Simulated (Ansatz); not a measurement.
Runs of Ansatz 0.2.0 on Cu. Symmetry: Cmcm, No. 63, orthorhombic system. The conventional cell has a = 2.437 Å, b = 7.953 Å, c = 2.475 Å, α = 90.00°, β = 90.00°, γ = 90.00°. Cu (site symmetry m2m) is surrounded by 10 Cu at 2.44 to 2.54 Å. This isn't the form of Cu at room conditions, which is fcc.

| level | k mesh | cutoff (eV) | mesh quality | V0 of scaled cells (Å³/atom) | B0 (GPa) |
| --- | --- | --- | --- | --- | --- |
| PBEsol | 11 × 11 × 11 | 420 | not flagged | (a) | 153 |
| r2SCAN | 11 × 11 × 11 | 500 | not flagged | 12.01 | 147 |
| PBE0 | 6 × 6 × 6 | 420 | coarse | (b) | 117 |
| LDA | 11 × 11 × 11 | 420 | not flagged | (c) | 172 |

Alike in all rows: task equation of state; potentials or basis Ansatz PAW; no spin polarisation; cell as given; smearing fermi-dirac 0.05 eV.

Question: Fill in the values left out.

Answer: (a) 11.87; (b) 12.56; (c) 11.41.

Caveats: some runs use coarse meshes; the cell was scaled at fixed shape and fractional positions, which overstates the stiffness of a crystal with free parameters, most of all of layers and chains; the PAW data sets were made with another functional, which shifts forces and pressure a little (some runs).
